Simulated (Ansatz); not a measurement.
Gas-phase electronic energies from Ansatz, PBE0-D4/def2-TZVP geometries. CCSD(T)/CBS is the MP2 limit (def2-TZVPP, def2-QZVPP) plus CCSD(T) − MP2 in def2-TZVPP, frozen cores. This one scheme is used for every species. DFT in def2-TZVPP. B3LYP here is the variant with VWN-RPA as its local correlation; programs differ in this. One conformer a species, not always the lowest.

Reaction (formal hydrolysis of a C–C bond): `CCCCC(=O)CCCC` + H₂O → `CCCCO` + `CCCCC=O`

`CCCCC(=O)CCCC`:

Z-matrix (Å, degrees):
```
C
C 1 1.518
H 1 1.094 2 111.2
H 1 1.092 2 111.6 3 120.3
H 1 1.093 2 110.9 3 -119.7
C 2 1.521 1 112.7 3 59.3
H 2 1.097 1 109.7 3 -62.5
H 2 1.094 1 109.6 3 -179.1
C 6 1.516 2 113.0 1 179.1
H 6 1.095 2 109.4 1 -58.9
H 6 1.094 2 109.3 1 57.9
C 9 1.512 6 114.4 2 -72.1
H 9 1.097 6 111.5 2 51.7
H 9 1.099 6 111.1 2 168.5
O 12 1.207 9 122.2 6 -15.8
C 12 1.509 9 116.5 6 163.3
C 16 1.528 12 110.1 9 -91.7
H 16 1.095 12 110.4 9 29.5
H 16 1.093 12 108.3 9 148.4
C 17 1.520 16 112.8 12 179.6
H 17 1.095 16 108.7 12 -58.4
H 17 1.097 16 109.7 12 57.5
C 20 1.519 17 112.7 16 179.5
H 20 1.096 17 109.1 16 57.3
H 20 1.096 17 109.3 16 -58.3
H 23 1.093 20 111.1 17 -59.8
H 23 1.094 20 111.1 17 59.9
H 23 1.092 20 111.5 17 -179.9
```

H₂O:

Cartesian coordinates in Å:
```
O 0.273 0.195 0.197
H -0.473 -0.289 0.557
H 0.200 0.094 -0.754
```

`CCCCO`:

Z-matrix (Å, degrees):
```
C
C 1 1.519
H 1 1.093 2 111.1
H 1 1.094 2 111.1 3 -119.6
H 1 1.092 2 111.6 3 120.2
C 2 1.520 1 112.9 3 59.6
H 2 1.096 1 109.6 3 -178.2
H 2 1.096 1 109.6 3 -62.3
C 6 1.515 2 112.9 1 179.5
H 6 1.096 2 110.1 1 -58.8
H 6 1.099 2 109.3 1 57.8
O 9 1.412 6 113.3 2 177.4
H 9 1.094 6 110.0 2 59.5
H 9 1.100 6 109.8 2 -57.9
H 12 0.961 9 108.2 6 58.9
```

`CCCCC=O`:

Cartesian coordinates in Å:
```
C 1.709 0.793 -0.510
C 0.587 0.960 0.502
C -0.798 0.629 -0.044
C -0.986 -0.823 -0.446
C -1.046 -1.797 0.691
O -1.049 -1.504 1.855
H 1.529 1.397 -1.405
H 2.667 1.105 -0.089
H 1.824 -0.246 -0.831
H 0.783 0.346 1.385
H 0.575 1.997 0.852
H -1.003 1.262 -0.914
H -1.548 0.879 0.711
H -1.923 -0.962 -1.003
H -0.208 -1.171 -1.137
H -1.110 -2.865 0.383
```

```csv
level,ΔE (kJ/mol),difference from CCSD(T)/CBS
PBE-D4,73.2,-9.4
PBE0-D4,76.3,-6.3
B3LYP-D4,71.6,-11.0
ωB97X-V,72.6,-10.0
B2PLYP,69.6,-13.0
PBE,66.1,-16.5
r2SCAN,72.8,-9.8
PBE0,69.8,-12.8
B3LYP,61.3,-21.3
HF/def2-TZVPP,59.9,-22.7
MP2/def2-TZVPP,85.8,3.2
SCS-MP2/def2-TZVPP,77.0,-5.6
CCSD(T)/def2-TZVPP,78.2,-4.4
HF/def2-QZVPP,60.5,-22.1
SCS-MP2/def2-QZVPP,79.8,-2.8
MP2/CBS(def2),90.2,7.6
CCSD(T)/CBS,82.6,0
```

Largest T1 diagnostic among the species: 0.012.

In def2-TZVPP, CCSD(T) changes the Hartree–Fock value by +18.3 kJ/mol (the triples alone add +2.7 kJ/mol) and MP2 by +25.9 kJ/mol. From PBE to PBE0 (25 % exact exchange), in def2-TZVPP and without D4, ΔE moves by +3.7 kJ/mol. The D4 term adds +10.3 kJ/mol with B3LYP and +6.6 kJ/mol with PBE0; it sums over pairs of atoms, weighted by their polarisabilities, and B3LYP, whose exchange is more repulsive, gets the larger term.

CCSD(T)/CBS has its own doubt, a few kJ/mol and more with outer-core shells, so smaller differences from it don't rank the levels.
